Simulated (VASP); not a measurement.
# K (P6_3/mmc) in VASP: further runs

Aim: see how the results for K move with the level of theory and the settings. Levels: PBEsol, PBE. Tasks: single point.

Everything below comes from runs of VASP 6.6.1. Logs are shortened: lines on timing, memory, paths and dates and some standing lists are left out, and cuts for length are marked.

## 1. The cell of the first run

The structure is hexagonal, space group P6_3/mmc (No. 194). Conventional cell: a = 4.909 Å, b = 4.909 Å, c = 8.188 Å, α = 90.00°, β = 90.00°, γ = 120.00°.

This isn't the form of K at room conditions, which is bcc.

## 2. Single point, PBEsol (functional PBEsol, strained and moved within the space group)

Input file INCAR:

```
SYSTEM = K
  PREC = Accurate
  ENCUT = 520
  EDIFF = 1E-6
  ISMEAR = 0
  SIGMA = 0.1
  LREAL = .FALSE.
  LASPH = .TRUE.
  NELM = 60
  ALGO = Fast
  ISIF = 2
  LWAVE = .FALSE.
  LCHARG = .TRUE.
  GGA = PS
  LELF = .TRUE.
  LVHAR = .TRUE.
  NBANDS = 16
```

Input file KPOINTS:

```
Automatic mesh
0
G
  12 12 6
  0 0 0
```

Input file POSCAR:

```
K
1.0
    4.9085063303      0.0000000000      0.0000000000
   -2.4542531652      4.2508911766      0.0000000000
    0.0000000000      0.0000000000      8.1876444099
K
2
Direct
    0.3333333300      0.6666666700      0.2500000000
    0.6666666700      0.3333333300      0.7500000000
```

Potentials or basis: VASP PAW PBE potentials, release 64 (K_sv).

On the command line:

```
cat potpaw_PBE.64/K_sv/POTCAR > POTCAR
mpirun -np 1 vasp_std > vasp.out
```

OUTCAR:

```text
SYSTEM = K
   PREC = Accurate
   ENCUT = 520
   EDIFF = 1E-6
   ISMEAR = 0
   LREAL = .FALSE.
   LASPH = .TRUE.
   NELM = 60
   ISIF = 2
   GGA = PS

 ion  position               nearest neighbor table
   1  0.333  0.667  0.250-
   2  0.667  0.333  0.750-

  LATTYP: Found a hexagonal cell.
 ALAT       =     4.9085063303
 C/A-ratio  =     1.6680521240

  Lattice vectors:

 A1 = (   4.9085063303,   0.0000000000,   0.0000000000)
 A2 = (  -2.4542531652,   4.2508911766,   0.0000000000)
 A3 = (   0.0000000000,   0.0000000000,   8.1876444099)

Analysis of symmetry for initial positions (statically):
=====================================================================
 Subroutine PRICEL returns:
 Original cell was already a primitive cell.

 Routine SETGRP: Setting up the symmetry group for a
 hexagonal supercell.

 Subroutine GETGRP returns: Found 24 space group operations
 (whereof 12 operations were pure point group operations)
 out of a pool of 24 trial point group operations.

The static configuration has the point symmetry D_3d.
 The point group associated with its full space group is D_6h.

Analysis of symmetry for dynamics (positions and initial velocities):
=====================================================================
 Subroutine PRICEL returns:
 Original cell was already a primitive cell.

 Routine SETGRP: Setting up the symmetry group for a
 hexagonal supercell.

 Subroutine GETGRP returns: Found 24 space group operations
 (whereof 12 operations were pure point group operations)
 out of a pool of 24 trial point group operations.

The dynamic configuration has the point symmetry D_3d.
 The point group associated with its full space group is D_6h.

 Subroutine INISYM returns: Found 24 space group operations
 (whereof 12 operations are pure point group operations),
 and found     1 'primitive' translations

----------------------------------------------------------------------------------------

                                     Primitive cell

  volume of cell :     170.8395

  direct lattice vectors                    reciprocal lattice vectors
     4.908506330  0.000000000  0.000000000     0.203727964  0.117622395  0.000000000
    -2.454253165  4.250891177  0.000000000     0.000000000  0.235244789  0.000000000
     0.000000000  0.000000000  8.187644410     0.000000000  0.000000000  0.122135250

  length of vectors
     4.908506330  4.908506330  8.187644410     0.235244789  0.235244789  0.122135250

  position of ions in fractional coordinates (direct lattice)
     0.333333330  0.666666670  0.250000000
     0.666666670  0.333333330  0.750000000

  ion indices of the primitive-cell ions
   primitive index   ion index
                 1           1
                 2           2

----------------------------------------------------------------------------------------

 KPOINTS: Automatic mesh

Automatic generation of k-mesh.
 Grid dimensions read from file:
 generate k-points for:   12   12    6

 Generating k-lattice:

  Cartesian coordinates                     Fractional coordinates (reciprocal lattice)
     0.016977330  0.009801866  0.000000000     0.083333333 -0.000000000  0.000000000
     0.000000000  0.019603732  0.000000000     0.000000000  0.083333333  0.000000000
     0.000000000  0.000000000  0.020355875     0.000000000  0.000000000  0.166666667

  Length of vectors
     0.019603732  0.019603732  0.020355875

  Shift w.r.t. Gamma in fractional coordinates (k-lattice)
     0.000000000  0.000000000  0.000000000

 Subroutine IBZKPT returns following result:
 ===========================================

 Found     76 irreducible k-points:

 Following reciprocal coordinates:
            Coordinates               Weight
  0.000000  0.000000  0.000000      1.000000
  0.083333 -0.000000  0.000000      6.000000
  0.166667  0.000000  0.000000      6.000000
  0.250000  0.000000  0.000000      6.000000
  0.333333  0.000000  0.000000      6.000000
  0.416667  0.000000  0.000000      6.000000
[... 16 lines left out ...]
  0.250000  0.000000  0.166667     12.000000
  0.333333  0.000000  0.166667     12.000000
 [... further k-points ...]
   k-points           NKPTS =     76   k-points in BZ     NKDIM =     76   number of bands    NBANDS=     16
   number of dos      NEDOS =    301   number of ions     NIONS =      2
   total plane-waves  NPLWV = 102400
   dimension x,y,z NGX =    40 NGY =   40 NGZ =   64
   dimension x,y,z NGXF=    80 NGYF=   80 NGZF=  128
   ions per type =               2
   NGX,Y,Z   is equivalent  to a cutoff of  13.55, 13.55, 12.99 a.u.
   NGXF,Y,Z  is equivalent  to a cutoff of  27.10, 27.10, 25.99 a.u.
 SYSTEM =  K
   PREC   = accura    normal or accurate (medium, high low for compatibility)
   ISTART =      0    job   : 0-new  1-cont  2-samecut
   ICHARG =      2    charge: 1-file 2-atom 10-const
   ISPIN  =      1    spin polarized calculation?
   LNONCOLLINEAR =      F non collinear calculations
   LSORBIT =      F    spin-orbit coupling
   LASPH  =      T    aspherical Exc in radial PAW
   ENCUT  =  520.0 eV  38.22 Ry    6.18 a.u.   9.13  9.13 15.22*2*pi/ulx,y,z
   NELM   =     60;   NELMIN=  2; NELMDL= -5     # of ELM steps
   EDIFF  = 0.1E-05   stopping-criterion for ELM
   LREAL  =      F    real-space projection
   EDIFFG = 0.1E-04   stopping-criterion for IOM
   NSW    =      0    number of steps for IOM
   IBRION =     -1    ionic relax: 0-MD 1-quasi-New 2-CG
   NFREE  =      0    steps in history (QN), initial steepest desc. (CG)
   ISIF   =      2    stress and relaxation
   ISYM   =      2    0-nonsym 1-usesym 2-fastsym
   POTIM  = 0.5000    time-step for ionic-motion
   TEBEG  =    0.0;   TEEND  =   0.0 temperature during run
   PSTRESS=    0.0 pullay stress
   NELECT =      18.0000    total number of electrons
   NUPDOWN=      -1.0000    fix difference up-down
   EMIN   =  10.00;   EMAX   =-10.00  energy-range for DOS
   EFERMI =   0.00;   METHOD = LEGACY
   ISMEAR =     0;   SIGMA  =   0.10  broadening in eV -4-tet -1-fermi 0-gaus
   EFERMI_NEDOS =   21; number of points for ismear=-14 and -15
   IALGO  =     68    algorithm
   IMIX   =      4    mixing-type and parameters
     AMIX     =   0.40;   BMIX     =  1.00
     AMIX_MAG =   1.60;   BMIX_MAG =  1.00
  volume/ion in A,a.u.               =      85.42       576.44
  Fermi-wavevector in a.u.,A,eV,Ry     =   0.773220  1.461173  8.134497  0.597869
  Thomas-Fermi vector in A             =   1.875018
   LORBIT       =      0    0 simple, 1 ext, 2 COOP (PROOUT), +10 PAW based schemes
   GGA     = PS    functional components
   LHFCALC =     F    Hartree Fock is set to
   AEXX    =    0.0000 exact exchange contribution
   IVDW    =     0    specifies the selected vdW correction
   LEPSILON=     F    determine dielectric tensor
   LRPA    =     F    only Hartree local field effects (RPA)
 non-spin polarized calculation
 RMM-DIIS sequential band-by-band and
 Gauss-broadening in eV      SIGMA  =   0.10
  energy-cutoff  :      520.00
  volume of cell :      170.84
 maximum number of plane-waves:      4636
 NGX is ok and might be reduce to    40
   NGX = 19   NGY = 19   NGZ = 31

 number of electron      18.0000002 magnetization

 Free energy of the ion-electron system (eV)
  ---------------------------------------------------
  ext. energy  EPLUGINS =         0.00000000
  ---------------------------------------------------
  free energy    TOTEN  =        -2.22273133 eV

  energy without entropy =       -2.21475011  energy(sigma->0) =       -2.21874072

 E-fermi :  -0.4721     XC(G=0):  -5.3378

 val. band max:       -0.4759447462   @ k =   0.4167   0.0833   0.1667
 cond. band min:      -0.4584259239   @ k =   0.3333   0.1667   0.3333
 fundamental gap:      0.0175188223
 Fermi energy:        -0.4720914250

 k-point     1 :       0.0000    0.0000    0.0000
  band No.  band energies     occupation
      1     -32.5570      2.00000
      2     -32.5554      2.00000
      3     -16.1106      2.00000
      4     -16.0794      2.00000
      5     -16.0794      2.00000
      6     -16.0745      2.00000
[... 8 lines left out ...]
     15       3.8560      0.00000
     16       3.8594      0.00000

 k-point     2 :       0.0833   -0.0000    0.0000
  band No.  band energies     occupation
      1     -32.5569      2.00000
      2     -32.5553      2.00000
      3     -16.1097      2.00000
      4     -16.0815      2.00000
      5     -16.0800      2.00000
      6     -16.0767      2.00000
[... 8 lines left out ...]
     15       3.6911      0.00000
     16       3.9290      0.00000

 k-point     3 :       0.1667    0.0000    0.0000
  band No.  band energies     occupation
      1     -32.5565      2.00000
      2     -32.5551      2.00000
      3     -16.1074      2.00000
      4     -16.0873      2.00000
      5     -16.0825      2.00000
      6     -16.0818      2.00000
[... 8 lines left out ...]
     15       3.6639      0.00000
     16       3.8127      0.00000

 k-point     4 :       0.2500    0.0000    0.0000
  band No.  band energies     occupation
      1     -32.5561      2.00000
      2     -32.5549      2.00000
      3     -16.1038      2.00000
      4     -16.0952      2.00000
      5     -16.0905      2.00000
      6     -16.0841      2.00000
[... 8 lines left out ...]
     15       3.7253      0.00000
     16       3.7892      0.00000
[... 324 lines left out ...]
 k-point    22 :       0.1667    0.0000    0.1667
  band No.  band energies     occupation
      1     -32.5565      2.00000
      2     -32.5552      2.00000
      3     -16.1056      2.00000
      4     -16.0867      2.00000
      5     -16.0838      2.00000
      6     -16.0814      2.00000
[... 8 lines left out ...]
     15       3.5982      0.00000
     16       3.8839      0.00000

 k-point    23 :       0.2500    0.0000    0.1667
  band No.  band energies     occupation
      1     -32.5560      2.00000
      2     -32.5550      2.00000
      3     -16.1034      2.00000
      4     -16.0938      2.00000
      5     -16.0915      2.00000
      6     -16.0837      2.00000
[... 8 lines left out ...]
     15       3.6954      0.00000
     16       3.7882      0.00000

 k-point    24 :       0.3333    0.0000    0.1667
  band No.  band energies     occupation
      1     -32.5556      2.00000
      2     -32.5548      2.00000
      3     -16.1052      2.00000
      4     -16.0998      2.00000
      5     -16.0957      2.00000
      6     -16.0860      2.00000
[... 8 lines left out ...]
     15       3.6169      0.00000
     16       3.8466      0.00000

 [... further k-points ...]
[... 5 lines left out ...]
  --------------------------------------------------------------------------------------
  -------------------------------------------------------------------------------------
  Total       -0.4881194     -0.4881194     -0.5810229      0.0000000      0.0000000      0.0000000
  in kB       -4.5777104     -4.5777104     -5.4489833      0.0000000      0.0000000      0.0000000
  external PRESSURE =      -4.8681347 kB  Pullay stress =       0.0000000 kB

 VOLUME and BASIS-vectors are now :
 -----------------------------------------------------------------------------
  energy-cutoff  :      520.00
  volume of cell :      170.84
      direct lattice vectors                 reciprocal lattice vectors
     4.908506330  0.000000000  0.000000000     0.203727964  0.117622395  0.000000000
    -2.454253165  4.250891177  0.000000000     0.000000000  0.235244789  0.000000000
     0.000000000  0.000000000  8.187644410     0.000000000  0.000000000  0.122135250

 POSITION                                       TOTAL-FORCE (eV/Angst)
 -----------------------------------------------------------------------------------
     -0.00000      2.83393      2.04691         0.000000     -0.000000      0.000000
      2.45425      1.41696      6.14073        -0.000000      0.000000      0.000000
 -----------------------------------------------------------------------------------
    total drift:                               -0.000006      0.000003     -0.000000

  FREE ENERGIE OF THE ION-ELECTRON SYSTEM (eV)
  ---------------------------------------------------
  free  energy   TOTEN  =        -2.2227313318 eV

  energy  without entropy=       -2.2147501118  energy(sigma->0) =       -2.21874072
```

Run time: 4.7 min. Hardware: 1 thread of Intel Xeon Platinum 8488C (Sapphire Rapids), shared host; peak memory 0.39 GiB.

Results:

```yaml
Free_energy: -2.2227 eV
Pressure: -0.5 GPa
Band_gap_on_the_k_mesh: none (metal or under the smearing width)
```

Levels at points of the mesh, in eV from the Fermi level:
```csv
k point,band 5,band 6,band 7,band 8,band 9,band 10,band 11,band 12,band 13,band 14
"(0.00, 0.00, 0.00)",-15.61,-15.60,-15.60,-15.60,-1.94,0.26,0.46,3.95,3.99,3.99
"(0.50, 0.00, 0.00)",-15.62,-15.62,-15.61,-15.61,0.15,0.28,1.66,1.96,2.13,2.47
"(0.00, 0.00, 0.50)",-15.60,-15.60,-15.60,-15.60,-1.32,-1.32,2.55,2.55,4.04,4.04
"(0.50, 0.00, 0.50)",-15.61,-15.61,-15.61,-15.61,0.64,0.64,0.80,0.80,3.01,3.01
```

Caveat: the PAW data sets were made with another functional, which shifts forces and pressure a little.

## 3. Single point, PBE (strained and moved within the space group)

Input file INCAR:

```
SYSTEM = K
PREC = Accurate
ENCUT = 520
EDIFF = 1E-6
ISMEAR = 0
SIGMA = 0.1
LREAL = .False.
LASPH = .True.
NELM = 80
ALGO = Fast
ISIF = 2
LWAVE = .False.
LCHARG = .False.
GGA = PE
NBANDS = 16
```

Input file KPOINTS:

```
Automatic mesh
0
Gamma
  12 12 6
  0 0 0
```

Input file POSCAR:

```
K
1.0
    4.8681688360      0.0000000000      0.0000000000
   -2.4340844180      4.2159578818      0.0000000000
    0.0000000000      0.0000000000      7.2991775642
K
2
Direct
    0.3333333300      0.6666666700      0.2500000000
    0.6666666700      0.3333333300      0.7500000000
```

Potentials or basis: VASP PAW PBE potentials, release 64 (K_sv).

On the command line:

```
cat potpaw_PBE.64/K_sv/POTCAR > POTCAR
mpirun -np 1 vasp_std > vasp.out
```

OUTCAR:

```text
SYSTEM = K
   PREC = Accurate
   ENCUT = 520
   EDIFF = 1E-6
   ISMEAR = 0
   LREAL = .False.
   LASPH = .True.
   NELM = 80
   ISIF = 2
   GGA = PE

 ion  position               nearest neighbor table
   1  0.333  0.667  0.250-
   2  0.667  0.333  0.750-

  LATTYP: Found a hexagonal cell.
 ALAT       =     4.8681688360
 C/A-ratio  =     1.4993682040

  Lattice vectors:

 A1 = (   4.8681688360,   0.0000000000,   0.0000000000)
[... 194 lines left out ...]
      5     -15.7671      2.00000
      6     -15.7533      2.00000
[... 433 lines left out ...]
      3     -15.8103      2.00000
      4     -15.7889      2.00000
      5     -15.7841      2.00000
      6     -15.7752      2.00000
[... 8 lines left out ...]
     15       3.8029      0.00000
     16       4.0856      0.00000

 [... further k-points ...]
[... 5 lines left out ...]
  --------------------------------------------------------------------------------------
  -------------------------------------------------------------------------------------
  Total       -0.1456805     -0.1456805      0.1907009      0.0000000     -0.0000000      0.0000000
  in kB       -1.5580318     -1.5580318      2.0395178      0.0000000     -0.0000000      0.0000000
  external PRESSURE =      -0.3588486 kB  Pullay stress =       0.0000000 kB

 VOLUME and BASIS-vectors are now :
 -----------------------------------------------------------------------------
  energy-cutoff  :      520.00
  volume of cell :      149.81
      direct lattice vectors                 reciprocal lattice vectors
     4.868168836  0.000000000  0.000000000     0.205416047  0.118597010  0.000000000
    -2.434084418  4.215957882  0.000000000     0.000000000  0.237194020  0.000000000
     0.000000000  0.000000000  7.299177564     0.000000000  0.000000000  0.137001736

 POSITION                                       TOTAL-FORCE (eV/Angst)
 -----------------------------------------------------------------------------------
     -0.00000      2.81064      1.82479         0.000000     -0.000000      0.000000
      2.43408      1.40532      5.47438        -0.000000      0.000000      0.000000
 -----------------------------------------------------------------------------------
    total drift:                               -0.000006      0.000003     -0.000000

  FREE ENERGIE OF THE ION-ELECTRON SYSTEM (eV)
  ---------------------------------------------------
  free  energy   TOTEN  =        -2.0901281968 eV

  energy  without entropy=       -2.0832787638  energy(sigma->0) =       -2.08670348
```

OSZICAR:

```text
N       E                     dE             d eps       ncg     rms          rms(c)
DAV:   1     0.113152057478E+03    0.11315E+03   -0.76135E+03  2432   0.889E+02
DAV:   2     0.640196537698E+01   -0.10675E+03   -0.10418E+03  2928   0.261E+02
DAV:   3    -0.179904116244E+01   -0.82010E+01   -0.81770E+01  4632   0.521E+01
DAV:   4    -0.208171846393E+01   -0.28268E+00   -0.28256E+00  3320   0.828E+00
DAV:   5    -0.208893514314E+01   -0.72167E-02   -0.72165E-02  4056   0.915E-01    0.272E+00
RMM:   6    -0.208921997400E+01   -0.28483E-03   -0.21898E-03  2585   0.306E-01    0.169E+00
RMM:   7    -0.208991764387E+01   -0.69767E-03   -0.51102E-03  3056   0.432E-01    0.730E-02
RMM:   8    -0.209007812645E+01   -0.16048E-03   -0.71722E-04  3753   0.186E-01    0.294E-02
RMM:   9    -0.209012098756E+01   -0.42861E-04   -0.10829E-04  3817   0.723E-02    0.159E-02
RMM:  10    -0.209012587526E+01   -0.48877E-05   -0.45440E-05  4006   0.298E-02    0.697E-03
RMM:  11    -0.209012719869E+01   -0.13234E-05   -0.10088E-05  3477   0.145E-02    0.443E-03
RMM:  12    -0.209012819682E+01   -0.99813E-06   -0.32737E-06  2952   0.935E-03
   1 F= -.20901282E+01 E0= -.20867035E+01  d E =-.684943E-02
```

Wall time 2.3 min (1 thread of Intel Xeon Platinum 8488C (Sapphire Rapids), shared host); peak memory 0.33 GiB.

What came out:

- Free energy: -2.0901 eV
- Pressure: 0.0 GPa
- Band gap on the k mesh: none (metal or under the smearing width)

[end of part 1 of 2]
